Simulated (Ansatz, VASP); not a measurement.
**One calculation of NaH, two programs**

POSCAR

```
NaH
1.0
    2.9551240000      0.0000000000      0.0000000000
    0.0000000000      2.9551240000      0.0110817150
    0.0000000000      0.0110817150      2.9551240000
Na H
1 1
Direct
    0.0000000000      0.0000000000      0.0000000000
    0.5000000000      0.5000000000      0.5000000000
```

The input INCAR.step1:

```
SYSTEM = NaH
PREC = Accurate ; ENCUT = 520
ISMEAR = 0 ; SIGMA = 0.05
LREAL = .False. ; LASPH = .True.
NELM = 100 ; NBANDS = 11
GGA = PE ; ALGO = Normal
EDIFF = 1E-4 ; LWAVE = .True.
LCHARG = .False.
```

The input INCAR.step2:

```
SYSTEM = NaH
PREC = Accurate ; ENCUT = 520
EDIFF = 1E-6 ; ISMEAR = 0
SIGMA = 0.05 ; LREAL = .False.
LASPH = .True. ; NELM = 100
ALGO = Normal ; ISIF = 2
LWAVE = .False. ; LCHARG = .False.
METAGGA = R2SCAN ; LMIXTAU = .True.
NBANDS = 11 ; ISTART = 1
```

Contents of KPOINTS:

```
Automatic mesh
0
Gamma
  10 10 10
  0 0 0
```

Input for Ansatz:

```yaml
crystal:
  lattice:
    - [2.955124, 0.0, 0.0]
    - [0.0, 2.955124, 0.011081715]
    - [0.0, 0.011081715, 2.955124]
  atoms:
    - { symbol: Na, position: [0.0, 0.0, 0.0] }
    - { symbol: H, position: [0.5, 0.5, 0.5] }
basis:
  ecutwfc: 500
kpoints:
  mp_grid: { grid: [10, 10, 10] }
hamiltonian:
  xc: r2scan
scf:
  occupations: { method: gaussian, width: 0.05 }
output:
  forces: true
  stress: true
  eigenvalues: true
```

Change from the starting cell: strain +0.0075 x Voigt [0, 0, 0, 1, 0, 0], atoms carried along.

Alike in both runs: task single point; functional r2SCAN; k mesh 10 × 10 × 10; occupations gaussian, width 0.05 eV; no spin polarisation.

|  | VASP | Ansatz |
| --- | --- | --- |
| version | VASP 6.6.1 | Ansatz 0.2.0 |
| potentials or method | VASP PAW PBE potentials, release 64 (Na_pv, H) | scalar-relativistic, plane waves, PAW |
| plane-wave cutoff (eV) | 520 | 500 |
| valence electrons in the cell | 8 | 10 |

|  | VASP | Ansatz | Ansatz less VASP |
| --- | --- | --- | --- |
| gap on the k mesh at the Fermi level (eV) | 1.61 | 1.59 | -0.011 |
| least direct gap on the mesh (eV) | 5.10 | 5.09 | -0.006 |
| pressure (GPa) | -0.9 | -0.6 | +0.35 |

The two sets of potentials don't hold the same shells in valence.

Caveats: the PAW data sets were made with another functional, which shifts forces and pressure a little (VASP). A k mesh can miss the band edges.
